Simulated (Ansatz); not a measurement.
# LiH: the cost of one run

Program: Ansatz 0.2.0. Level of theory: DFT LDA, scalar-relativistic. These are calculated values, not measurements.

### Step 1. The starting structure

Symmetry: Fm-3m, No. 225, cubic system. The conventional cell has a = 4.065 Å, b = 4.065 Å, c = 4.065 Å, α = 90.00°, β = 90.00°, γ = 90.00°. Li (site symmetry m-3m) is surrounded by 6 H at 2.03 Å. Around H (site symmetry m-3m) lie 6 Li at 2.03 Å.

Coordinates:

```cif
data_structure
_symmetry_space_group_name_H-M 'P 1'
_symmetry_Int_Tables_number 1
_cell_length_a 2.8744
_cell_length_b 2.8744
_cell_length_c 2.8744
_cell_angle_alpha 60.000
_cell_angle_beta 60.000
_cell_angle_gamma 60.000
_cell_volume 16.79
loop_
_atom_site_label
_atom_site_type_symbol
_atom_site_fract_x
_atom_site_fract_y
_atom_site_fract_z
_atom_site_occupancy
Li1 Li 0.00000 0.00000 0.00000 1
H1 H 0.50000 0.50000 0.50000 1
```

Atoms are numbered in the order of the input: Li1, H2.

### Step 2. After the deformation

Space group Fm-3m before, I4/mmm after.

### Step 3. LAPW, all electrons

Contents of input.yaml:

```yaml
crystal:
  lattice:
    - [0.0, 2.052825, 2.0325]
    - [2.052825, 0.0, 2.0325]
    - [2.052825, 2.052825, 0.0]
  atoms:
    - { symbol: Li, position: [0.0, 0.0, 0.0] }
    - { symbol: H, position: [0.5, 0.5, 0.5] }
kpoints:
  mp_grid: { grid: [11, 11, 11] }
  band_path:
    path:
      - [0.0, 0.0, 0.0]
      - [0.0, 0.5, 0.5]
      - [0.25, 0.75, 0.5]
      - [0.0, 0.5, 0.0]
      - [0.0, 0.0, 0.0]
      - [0.5, 0.5, 0.0]
      - [0.3775125, 0.6224875, 0.0]
      - [-0.3775125, 0.3775125, 0.0]
      - [0.0, 0.0, 0.0]
    npoints: 5
scf:
  occupations: { method: fermi_dirac, width: 0.03 }
hamiltonian:
  xc: lda
  pseudopotentials: { kind: all_electron, lapw: { basis_error: 0.001 } }
output:
  forces: true
  stress: true
  eigenvalues: true
```

On the command line:

```console
> ansatz run input.yaml --threads 1 --pin off --max-ram 3072MiB --backend cpu --events-out ev --progress --plain --runs-dir out
```

What time and memory should one allow on 1 thread of Intel Xeon 6975P-C (Granite Rapids), shared host?

About 2.8 s, with a peak of 0.26 GiB.
